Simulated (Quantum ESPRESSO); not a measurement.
# HfN under changes of volume

One of the cells (14.793 Å³/atom); the others are scaled copies at fixed shape and fractional positions:

```
Hf N
1.0
     0.00000    2.45482    2.45482
     2.45482    0.00000    2.45482
     2.45482    2.45482    0.00000
Hf N
1 1
Direct
  0.00000 0.00000 0.00000
  0.25000 0.25000 0.25000
```

The cell comes from a database or a generator and needn't be the stable form of this composition.

* Program: Quantum ESPRESSO 7.5
* Functional: r2SCAN
* Potentials or basis: SG15 PBE 1.2
* Cutoff: 1197 eV
* Density cutoff: 4789 eV
* k mesh: 7 × 7 × 7
* Occupations: fermi-dirac, width 0.05 eV
* Spin: no spin polarisation

```tsv
volume (Å³/atom)	energy over the lowest point (meV/atom)	pressure (GPa)
13.906	3.99	4.5
14.201	0.00	-0.2
14.497	4.26	-4.4
14.793	15.99	-8.3
15.089	34.48	-11.7
15.385	59.07	-14.9
15.681	?	?
```

**Question.** What does the run at 15.681 Å³/atom give?

**Answer.** Energy over the lowest point 89.16 meV/atom; pressure -17.7 GPa.

Worked out: A Birch-Murnaghan fit of order 3 (a polynomial in V^(-2/3)) to the other rows has its minimum at 14.19 Å³/atom with B0 = V·E''(V) = 215 GPa and B' = 3.9. It gives 89.18 meV/atom at 15.681 Å³/atom, against the run's 89.16, and -dE/dV = -17.7 GPa, against -17.7.

Energies are extrapolated to zero smearing.

Caveats: the potentials were made for another functional, which shifts forces and pressure.
